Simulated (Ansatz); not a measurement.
Write the native input for Ansatz 0.2.0 that does the following.

| Item | Value |
| --- | --- |
| Task | relaxation of cell and atoms |
| Functional | PBEsol |
| Potentials or basis | Ansatz PAW |
| Cutoff | 420 eV (not typed: the program's choice for these potentials) |
| k mesh | 10 × 10 × 8 |
| Occupations | fermi-dirac, width 0.05 eV |
| Spin | no spin polarisation |
| Target pressure | 2 GPa |
| Target pressure (GPa) | 2 |

TiO:

```
Ti O
1.0
     3.03100    0.00000    0.00000
    -1.51550    2.62492    0.00000
     0.00000    0.00000    3.23770
Ti O
1 1
Direct
  0.66667 0.33333 0.00000
  0.00000 0.00000 0.50000
```

These files were run (other wordings do the same):

input.yaml

```yaml
crystal:
  lattice:
    - [3.031, 0.0, 0.0]
    - [-1.5155, 2.6249229989, 0.0]
    - [0.0, 0.0, 3.2377]
  atoms:
    - { symbol: Ti, position: [0.6666666667, 0.3333333333, 0.0] }
    - { symbol: O, position: [0.0, 0.0, 0.5] }
hamiltonian:
  xc: pbesol
  pseudopotentials: { kind: paw }
kpoints:
  mp_grid: { grid: [10, 10, 8] }
scf:
  occupations: { method: fermi_dirac, width: 0.05 }
output:
  forces: true
  stress: true
  eigenvalues: true
  write_density: true
  write_potential: true
  elf: true
  volumetric_format: npy
relax:
  f_tol: 0.01
  max_steps: 40
  cell: { stress_tol: 0.05, p_target: 2.0 }
```

Potentials or basis: Ansatz PAW.

The run is started by

```bash
$ ansatz run input.yaml --threads 2 --pin off --max-ram 5632MiB --backend cpu --events-out ev --progress --plain --runs-dir out
```

Results of the run:

| Item | Value |
| --- | --- |
| Relaxed volume | 9.34 Å³/atom |
| Relaxed cell | a = 2.782 Å, b = 2.782 Å, c = 2.787 Å, α = 90.00°, β = 90.00°, γ = 120.00° |
| Space group after relaxing (to 0.05 Å) | P-6m2 (No. 187) |
| Energy change on relaxing (the enthalpy is what falls) | -623.1 meV/atom |
| Ionic steps | 10 |
| Pressure after relaxing | 2.0 GPa |
| Band gap on the k mesh | none (metal or under the smearing width) |

Caveat: the volume moved by over 15 % at a fixed basis, so the end points are rough; the plane-wave basis is chosen anew once the cell has moved, so the energies of steps on either side of that aren't comparable; the pressure holds a Pulay correction of +0.7 GPa for the finite cutoff; semilocal functionals often make such compounds metallic where correlation or magnetic order opens a gap, which also shifts bond lengths; the PAW data sets come from PBE, with cores solved anew for the run's functional, which leaves a small shift of forces and pressure.

Run time: 13 s on 2 threads of Intel(R) Xeon(R) Platinum 8259CL CPU @ 2.50GHz (Skylake/Cascade Lake), with other jobs on the host, peak memory 0.4 GiB.
